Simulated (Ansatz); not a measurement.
SnS2 (CdI2 type), relaxed with r2SCAN+rVV10: 7 runs in the plane-wave code Ansatz, each a construction of maximally localised Wannier functions. The symmetry is P-3m1 (No. 164, trigonal); conventional cell a = 3.661 Å, c = 5.962 Å, 23.06 Å³ an atom. Around Sn lie 6 S at 2.57 Å; around S lie 3 Sn at 2.57 Å. No spin polarisation and no zero-point or thermal motion.

```xyz
3
Lattice="3.6608 0.0000 0.0000 -1.8304 3.1703 0.0000 0.0000 0.0000 5.9618" Properties=species:S:1:pos:R:3 pbc="T T T"
Sn    0.0000    0.0000    0.0000
S     0.0000    2.1135    1.4642
S     1.8304    1.0568    4.4976
```

Windows count from the top of the filled bands; a dash means that no such window was set (without an outer window there is no disentanglement). Rows marked drawn have settings drawn at random (some not listed).

```csv
functional,SCF mesh,trial orbitals,functions,mesh,window (eV),frozen (eV),settings,Ω total (Å²),Ω invariant (Å²),largest spread (Å²),least projectability,"interpolation miss of the model's filled bands (eV, to the nearest computed level)"
PBE,6×6×4,"S s, S p",8,6×6×4,–,–,chosen,12.66,11.25,1.63,0.62,0.051
PBE,6×6×4,"S s, S p",8,6×6×2,–,–,chosen,12.24,10.77,1.57,0.62,0.138
PBE,6×6×4,"S s, S p",8,12×12×4,–,–,chosen,13.23,11.89,1.71,0.62,0.024
r2SCAN,6×6×4,"S s, S p",8,6×6×4,–,–,chosen,12.29,10.90,1.57,0.64,0.045
HSE06,6×6×4,"S s, S p",8,6×6×4,–,–,chosen,12.06,10.71,1.55,0.66,–
HSE06,6×6×4,S p,6,6×6×4,–,–,chosen,13.53,13.12,2.25,0.50,–
PBE,6×6×4,"S s, S p",8,6×6×4,-18.3 to +9.3,–,drawn,8.89,7.08,1.15,0.96,2.059
```

For S s, S p with PBE the spread goes 12.24 Å² (6×6×2), 12.66 Å² (6×6×4), 13.23 Å² (12×12×4): finite differences on a coarse mesh understate it.

No spin-orbit coupling is included; it can move band edges with weight on the heavy atoms by tenths of an eV.
